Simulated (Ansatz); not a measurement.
# HfS2 (1T): the cost of one run

Computed with Ansatz 0.2.0 (DFT PBEsol, scalar-relativistic, plane waves, PAW, unless a step's input says otherwise).

## (1) The system as given

It takes space group P-3m1 (No. 164, trigonal). The conventional cell has a = 3.630 Å, b = 3.630 Å, c = 5.850 Å, α = 90.00°, β = 90.00°, γ = 120.00°. Hf (site symmetry -3m) is surrounded by 6 S at 2.56 Å. S (site symmetry 3m) is surrounded by 3 Hf at 2.56 Å.

Coordinates:

```cif
data_structure
_symmetry_space_group_name_H-M 'P-3m1'
_symmetry_Int_Tables_number 164
_cell_length_a 3.6300
_cell_length_b 3.6300
_cell_length_c 5.8500
_cell_angle_alpha 90.000
_cell_angle_beta 90.000
_cell_angle_gamma 120.000
_cell_volume 66.76
loop_
_atom_site_label
_atom_site_type_symbol
_atom_site_symmetry_multiplicity
_atom_site_Wyckoff_symbol
_atom_site_fract_x
_atom_site_fract_y
_atom_site_fract_z
_atom_site_occupancy
Hf1 Hf 1 a 0.00000 0.00000 0.00000 1
S1 S 2 d 0.33333 0.66667 0.25000 1
```

## (2) Cell and atoms relaxed at 0 GPa

input.yaml

```yaml
crystal:
  lattice:
    - [3.63, 0.0, 0.0]
    - [-1.815, 3.1436722157, 0.0]
    - [0.0, 0.0, 5.85]
  atoms:
    - { symbol: Hf, position: [0.0, 0.0, 0.0] }
    - { symbol: S, position: [0.3333333333, 0.6666666667, 0.25] }
    - { symbol: S, position: [0.6666666667, 0.3333333333, 0.75] }
scf:
  occupations: { method: gaussian, width: 0.02 }
output:
  forces: true
  stress: true
  eigenvalues: true
  write_density: true
  write_potential: true
  elf: true
  volumetric_format: npy
hamiltonian:
  xc: pbesol
basis:
  ecutwfc: 500
kpoints:
  mp_grid: { grid: [12, 12, 8] }
relax:
  f_tol: 0.001
  max_steps: 60
  cell: { stress_tol: 0.01, p_target: 0 }
```

Run with:

```sh
$ ansatz run input.yaml --threads 3 --pin off --max-ram 8192MiB --backend cpu --events-out ev --progress --plain --runs-dir out
```

Q: Estimate wall time and peak memory on 3 threads of Intel Xeon Platinum 8259CL at 2.50GHz (Skylake/Cascade Lake), shared host.

About 61 s, with a peak of 0.61 GiB.
